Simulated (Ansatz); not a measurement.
# AlN: the cost of one run

Method: DFT PBE, scalar-relativistic, plane waves, PAW, in Ansatz 0.2.0.

## Step 1: The structure to begin with

Symmetry: P6_3/mmc, No. 194, hexagonal system. Conventional cell: a = 3.312 Å, b = 3.312 Å, c = 4.188 Å, α = 90.00°, β = 90.00°, γ = 120.00°. Al (site symmetry -6m2) is surrounded by 5 N at 1.91 to 2.09 Å. Around N (site symmetry -6m2) lie 5 Al at 1.91 to 2.09 Å.

As a file:

```xyz
48
Lattice="-4.9682 2.8684 4.1876 4.9682 -2.8684 4.1876 4.9682 8.6051 -4.1876" Properties=species:S:1:pos:R:3 pbc="T T T"
Al    0.0000    1.9123    3.1407
Al    4.9682   -0.9561    3.1407
Al   -1.6561    4.7806    3.1407
Al    3.3121    1.9122    3.1407
Al    1.6561    4.7806   -1.0469
Al    1.6561    4.7806    3.1407
Al    4.9682    4.7806    3.1407
Al    4.9682    4.7806   -1.0469
Al    3.3121    7.6490    3.1407
Al    3.3121    7.6490   -1.0469
Al    1.6561   -0.9561    3.1407
Al   -3.3121    1.9122    3.1407
Al    1.6561    0.9561    1.0469
Al    1.6561    0.9561    5.2344
Al    0.0000    3.8245    1.0469
Al    0.0000    3.8245    5.2345
Al    3.3121    3.8245    5.2345
Al    3.3121    3.8245    1.0469
Al    6.6242    3.8245    1.0469
Al    1.6561    6.6929    1.0469
Al    4.9682    6.6929    1.0469
Al    0.0000    9.5613    1.0469
Al   -1.6561    0.9561    5.2345
Al    3.3121   -1.9122    5.2345
N     0.0000    1.9123    1.0469
N     0.0000    1.9123    5.2344
N     3.3121    1.9122    5.2345
N     3.3121    1.9122    1.0469
N     1.6561    4.7806    5.2345
N     1.6561    4.7806    1.0469
N     4.9682    4.7806    1.0469
N     0.0000    7.6490    1.0469
N     3.3121    7.6490    1.0469
N     8.2803    4.7806    1.0469
N    -3.3121    1.9122    5.2345
N     1.6561   -0.9561    5.2345
N     1.6561    0.9561    3.1407
N    -3.3121    3.8245    3.1407
N     0.0000    3.8245    3.1407
N     4.9682    0.9561    3.1407
N     3.3121    3.8245   -1.0469
N     3.3121    3.8245    3.1407
N     1.6561    6.6929   -1.0469
N     1.6561    6.6929    3.1407
N     4.9682    6.6929    3.1407
N     4.9682    6.6929   -1.0469
N     3.3121   -1.9122    3.1407
N    -1.6561    0.9561    3.1407
```

The runs take a perfect supercell of 48 atoms; the defect goes to fractional position (0.542, 0.375, 0.167).

## Step 2: The perfect supercell

input.yaml

```yaml
crystal:
  lattice:
    - [-4.968174, 2.868376, 4.187563]
    - [4.968174, -2.868376, 4.187563]
    - [4.968174, 8.605129, -4.187563]
  atoms:
    - { symbol: Al, position: [0.541666, 0.375, 0.166667] }
    - { symbol: Al, position: [0.041666, 0.875, 0.166667] }
    - { symbol: Al, position: [0.875, 0.208334, 0.333333] }
    - { symbol: Al, position: [0.375, 0.708334, 0.333333] }
    - { symbol: Al, position: [0.208333, 0.041667, 0.5] }
    - { symbol: Al, position: [0.708333, 0.541667, 0.5] }
    - { symbol: Al, position: [0.541666, 0.875, 0.666667] }
    - { symbol: Al, position: [0.041666, 0.375, 0.666667] }
    - { symbol: Al, position: [0.875, 0.708334, 0.833333] }
    - { symbol: Al, position: [0.375, 0.208334, 0.833333] }
    - { symbol: Al, position: [0.208333, 0.541667, 0.0] }
    - { symbol: Al, position: [0.708333, 0.041667, 0.0] }
    - { symbol: Al, position: [0.125, 0.291666, 0.166667] }
    - { symbol: Al, position: [0.625, 0.791666, 0.166667] }
    - { symbol: Al, position: [0.458334, 0.125, 0.333333] }
    - { symbol: Al, position: [0.958334, 0.625, 0.333333] }
    - { symbol: Al, position: [0.791667, 0.958333, 0.5] }
    - { symbol: Al, position: [0.291667, 0.458333, 0.5] }
    - { symbol: Al, position: [0.125, 0.791666, 0.666667] }
    - { symbol: Al, position: [0.625, 0.291666, 0.666667] }
    - { symbol: Al, position: [0.458334, 0.625, 0.833333] }
    - { symbol: Al, position: [0.958334, 0.125, 0.833333] }
    - { symbol: Al, position: [0.791667, 0.458333, 0.0] }
    - { symbol: Al, position: [0.291667, 0.958333, 0.0] }
    - { symbol: "N", position: [0.291666, 0.125, 0.166667] }
    - { symbol: "N", position: [0.791666, 0.625, 0.166667] }
    - { symbol: "N", position: [0.625, 0.958334, 0.333333] }
    - { symbol: "N", position: [0.125, 0.458334, 0.333333] }
    - { symbol: "N", position: [0.958333, 0.791667, 0.5] }
    - { symbol: "N", position: [0.458333, 0.291667, 0.5] }
    - { symbol: "N", position: [0.291666, 0.625, 0.666667] }
    - { symbol: "N", position: [0.791666, 0.125, 0.666667] }
    - { symbol: "N", position: [0.625, 0.458334, 0.833333] }
    - { symbol: "N", position: [0.125, 0.958334, 0.833333] }
    - { symbol: "N", position: [0.958333, 0.291667, 0.0] }
    - { symbol: "N", position: [0.458333, 0.791667, 0.0] }
    - { symbol: "N", position: [0.375, 0.541666, 0.166667] }
    - { symbol: "N", position: [0.875, 0.041666, 0.166667] }
    - { symbol: "N", position: [0.708334, 0.375, 0.333333] }
    - { symbol: "N", position: [0.208334, 0.875, 0.333333] }
    - { symbol: "N", position: [0.041667, 0.208333, 0.5] }
    - { symbol: "N", position: [0.541667, 0.708333, 0.5] }
    - { symbol: "N", position: [0.375, 0.041666, 0.666667] }
    - { symbol: "N", position: [0.875, 0.541666, 0.666667] }
    - { symbol: "N", position: [0.708334, 0.875, 0.833333] }
    - { symbol: "N", position: [0.208334, 0.375, 0.833333] }
    - { symbol: "N", position: [0.041667, 0.708333, 0.0] }
    - { symbol: "N", position: [0.541667, 0.208333, 0.0] }
basis:
  ecutwfc: 420
  fft_grid_basis: typed
kpoints:
  mp_grid: { grid: [2, 2, 2] }
hamiltonian:
  xc: pbe
  pseudopotentials: { kind: paw }
scf:
  occupations: { method: gaussian, width: 0.05 }
output:
  forces: true
  stress: false
  eigenvalues: true
  bader: false
  write_density: true
  volumetric_format: npy
```

Run with:

```sh
ansatz run input.yaml --threads 4 --pin off --max-ram 10240MiB --backend cpu --events-out ev --progress --plain --runs-dir out
```

**Question.** How long does this run take on 4 threads of Arm Neoverse N1, shared host, and how much memory does it need?

About 7.6 s, with a peak of 1.7 GiB.
